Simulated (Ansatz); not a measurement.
Rh under pressure

Computed with Ansatz 0.2.0, DFT r2SCAN, scalar-relativistic, plane waves, PAW. Settings: 500 eV cutoff, 18×18×18 k-mesh, Gaussian smearing of 0.10 eV, no spin polarisation.

The relaxed crystal:

```
Rh
1.0
     0.00000    1.89997    1.89997
     1.89997    0.00000    1.89997
     1.89997    1.89997    0.00000
Rh
1
Direct
  0.00000 0.00000 0.00000
```

Cell and atoms are relaxed at each pressure within the symmetry of the start, at zero temperature, so transitions that lower the symmetry aren't seen. The k-mesh given is that at zero pressure and may differ at others. a, b and c are the lengths of the cell vectors above.

Pressures computed: -3, 3, 8, 15, 30, 60 GPa.

(1) At which pressure does the cell have a = 2.645, b = 2.645 and c = 2.645 Å?

## Answers

(1) About 15 GPa, where V/V0 = 0.954.